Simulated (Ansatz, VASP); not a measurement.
C in VASP and in Ansatz

```
C
1.0
     2.48348    0.00000    0.00000
    -1.24174    2.15075    0.00000
     0.00000    0.00000    4.09452
C
4
Direct
  0.33333 0.66667 0.99976
  0.66667 0.33333 0.49976
  0.33333 0.66667 0.37424
  0.66667 0.33333 0.87424
```

Change from the starting cell: strained cell.

Alike in both runs: functional LDA; k mesh 9 × 9 × 6; occupations gaussian, width 0.02 eV; no spin polarisation.

Ansatz relaxed the structure, and its values are those at the end. VASP's run is a single point on that final structure, the one shown.

```csv
,VASP,Ansatz
version,VASP 6.6.1,Ansatz 0.2.0
potentials or method,"VASP PAW LDA potentials, release 64 (C)","scalar-relativistic, plane waves, PAW"
plane-wave cutoff (eV),520,420
valence electrons in the cell,16,16
```

|  | VASP | Ansatz | Ansatz less VASP |
| --- | --- | --- | --- |
| gap on the k mesh at the Fermi level (eV) | 2.99 | 3.02 | +0.023 |
| least direct gap on the mesh (eV) | 4.86 | 4.86 | +0.005 |
| pressure (GPa) | 6.6 | 4.8 | -1.80 |

Ansatz warned: «pseudo_functional_mismatch».

Caveats: an odd mesh through Γ misses points on the zone boundary, where band edges often lie.
